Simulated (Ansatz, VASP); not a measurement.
One calculation of K, two programs

INCAR

```
PREC = Accurate
ENCUT = 520
EDIFF = 1E-6
ISMEAR = -1
SIGMA = 0.05
LREAL = False
LASPH = True
NELM = 60
ALGO = Normal
ISIF = 2
LWAVE = False
LCHARG = False
NBANDS = 10
```

The input KPOINTS:

```
regular mesh
0
Gamma
  7 7 7
```

File POSCAR:

```
K
1.0
   -2.6611005540      2.6611005540      2.6611005540
    2.6611005540     -2.6611005540      2.6611005540
    2.6611005540      2.6611005540     -2.6611005540
K
1
Direct
    0.0000000000      0.0000000000      0.0000000000
```

The input input.yaml:

```yaml
crystal:
  lattice:
    - [-2.661100554, 2.661100554, 2.661100554]
    - [2.661100554, -2.661100554, 2.661100554]
    - [2.661100554, 2.661100554, -2.661100554]
  atoms:
    - { symbol: K, position: [0.0, 0.0, 0.0] }
kpoints:
  mp_grid: { grid: [7, 7, 7] }
scf:
  occupations: { method: fermi_dirac, width: 0.05 }
hamiltonian:
  xc: lda
  pseudopotentials: { kind: all_electron, lapw: { basis_error: 0.001 } }
output:
  forces: true
  stress: true
  eigenvalues: true
```

Change from the starting cell: volume scaled by 0.96.

Alike in both runs: task single point; functional LDA; k mesh 7 × 7 × 7; occupations fermi-dirac, width 0.05 eV; no spin polarisation.

|  | VASP | Ansatz |
| --- | --- | --- |
| version | VASP 6.6.1 | Ansatz 0.2.0 |
| potentials or method | VASP PAW LDA potentials, release 64 (K_sv) | all-electron LAPW, scalar-relativistic |
| plane-wave cutoff (eV) | 520 | see its input |

```csv
,VASP,Ansatz,Ansatz less VASP
gap on the k mesh at the Fermi level (eV),none,none,-
pressure (GPa),-0.5,-0.5,+0.01
```

A gap of «none» marks a metal or a gap that the smearing closes. Ansatz ran all-electron here, so the differences hold the error of VASP's frozen core and of both bases.
